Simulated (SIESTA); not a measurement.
The system is Bi.

```
Bi
1.0
     4.65841    0.00000    0.00000
     0.00000    4.52639    0.00000
    -0.34597    0.00000    6.51195
Bi
4
Cartesian
  0.9120 1.1316 4.8757
  3.4005 3.3948 1.6362
  1.0780 1.1316 1.6207
  3.2345 3.3948 4.8913
```

- Program: SIESTA 5.4.2
- Task: single point
- Functional: PBEsol
- Potentials or basis: PseudoDojo 0.4 standard (PBEsol files)
- Basis: DZP (energy shift 0.003 Ry; two zetas on semicore shells)
- Grid cutoff: 500 Ry
- Energy shift: 0.003 Ry
- k mesh: 6 × 6 × 4
- Occupations: fermi-dirac, width 0.05 eV
- Spin: no spin polarisation

On this cell: pressure -1.0 GPa; largest force 0.005 eV/Å; band gap on the k mesh none (metal or under the smearing width).

The same run follows on a disturbed copy (atoms moved at random, drawn with an rms of 0.05 Å):

```
Bi
1.0
     4.65841    0.00000    0.00000
     0.00000    4.52639    0.00000
    -0.34597    0.00000    6.51195
Bi
4
Direct
  0.25250 0.24563 0.75367
  0.74862 0.75232 0.24900
  0.26131 0.24256 0.25110
  0.74284 0.73549 0.75244
```

Question: What changes?

Answer: The energy (extrapolated to zero smearing) moves by -0.9 meV/atom; pressure -0.9 GPa; largest force 0.127 eV/Å; band gap on the k mesh none (metal or under the smearing width).

Forces on the atoms (eV/Å):
```
Bi  -0.068  0.107 -0.018
Bi   0.030  0.110  0.007
Bi  -0.020 -0.106  0.012
Bi   0.056 -0.110  0.001
```

Stress tensor (GPa, compression positive):
```
-1.61 -0.02  0.24
-0.02 -0.96 -0.01
 0.24 -0.01 -0.09
```

Caveats: spin-orbit coupling is left out, which moves the levels of the heavy elements; the basis of atomic orbitals isn't converged, which shifts pressures, moduli and gaps.
